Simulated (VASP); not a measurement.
Here is a VASP 6.6.1 calculation.

Contents of INCAR:

```
SYSTEM = SiC
PREC = Accurate ; ENCUT = 520
EDIFF = 1E-8 ; ISMEAR = 0
SIGMA = 0.02 ; LREAL = .False.
LASPH = .True. ; NELM = 100
ALGO = Normal ; ISIF = 2
LWAVE = .False. ; LCHARG = .False.
GGA = PE ; IBRION = 8
NSW = 1
```

File KPOINTS:

```
Automatic mesh
0
Gamma
  12 12 12
  0 0 0
```

Contents of POSCAR:

```
SiC                                     
1.0
    0.0000000000      2.2042039114      2.2042039114
    2.2042039114      0.0000000000      2.2042039114
    2.2042039114      2.2042039114      0.0000000000
  Si              C             
     1     1
Direct
     0.0000000000000000    0.0000000000000000    0.0000000000000000
     0.2500000000000000    0.2500000000000000    0.2500000000000000
```

Potentials or basis: VASP PAW PBE potentials, release 64 (Si, C).

Command:

```console
$ cat potpaw_PBE.64/Si/POTCAR potpaw_PBE.64/C/POTCAR > POTCAR
$ mpirun -np 1 vasp_std > vasp.out
```

Task: Estimate the highest phonon frequency at Γ, LO-TO splitting left out.

Result: 758 cm⁻¹.

Task: Predict the band gap on the k mesh.

Result: 1.39 eV, indirect (least direct gap 4.51 eV).

Task: What does it give for the pressure?

Result: -4.0 GPa.

Phonon frequencies in cm⁻¹ (negative: imaginary):
| q point | frequencies |
| --- | --- |
| (0.000, 0.000, 0.000) | 0 0 0 758 758 758 |

A k mesh can miss the band edges.
